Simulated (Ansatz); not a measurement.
TiPbO3, space group P4mm, a phonon calculation by linear response

Program: Ansatz 0.2.0, Python API.

At the Python prompt:
```pycon
>>> from pathlib import Path
>>> import warnings
>>> import ansatz as az
>>> import numpy as np
>>> XC = "pbe"
>>> FILLING = "fixed"
>>> MESH = (6, 6, 4)
>>> warnings.simplefilter("ignore", az.DeckWarning)
>>> vectors = np.array([
...     [3.8992, 0.0, 0.0],
...     [0.0, 3.8992, 0.0],
...     [0.0, 0.0, 4.1499],
... ])
>>> xtal = (
...     az.Lattice.of(vectors)
...     .atom("Ti", (0.5, 0.5, 0.5382))
...     .atom("Pb", (0.0, 0.0, 0.0))
...     .atom("O", (0.5, 0.5, 0.113))
...     .atom("O", (0.5, 0.0, 0.615))
...     .atom("O", (0.0, 0.5, 0.615))
... )
>>> base = (
...     xtal.calculation()
...     .functional(XC)
...     .pseudopotentials("paw")
...     .occupations(FILLING)
...     .kpoints(*MESH)
...     .phonons("dfpt")
... )
>>> out = base.run(threads=1, pin="off", runs_dir="runs")
>>> ph = out.phonons
>>> print("Gamma modes (1/cm):", " ".join(f"{w:.1f}" for w in ph.gamma_omega_inv_cm))
Gamma modes (1/cm): 0.0 0.0 0.0 92.4 92.4 147.4 185.8 185.8 270.7 270.7 278.4 353.6 492.7 492.7 669.9
>>> print("in meV:", " ".join(f"{w * 0.1239842:.2f}" for w in ph.gamma_omega_inv_cm))
in meV: 0.00 0.00 0.00 11.46 11.46 18.28 23.03 23.03 33.56 33.56 34.51 43.84 61.09 61.09 83.06
```

No spin polarisation was allowed. The cell isn't relaxed first, so the values belong to this volume. Spin-orbit coupling, which matters for elements this heavy, is left out. No non-analytic term is added, so at the zone centre the longitudinal optical modes of a polar crystal aren't split off. The structure is a deposited one; some such entries were measured under pressure or heat, so a shift against it needn't be the functional's error alone. The structure is taken as given; imaginary modes can come from an unrelaxed or unstable start. It ran for 72 s on 1 thread of Intel(R) Xeon(R) Platinum 8259CL CPU @ 2.50GHz (Skylake/Cascade Lake), with other jobs on the host, peak memory 0.7 GiB.
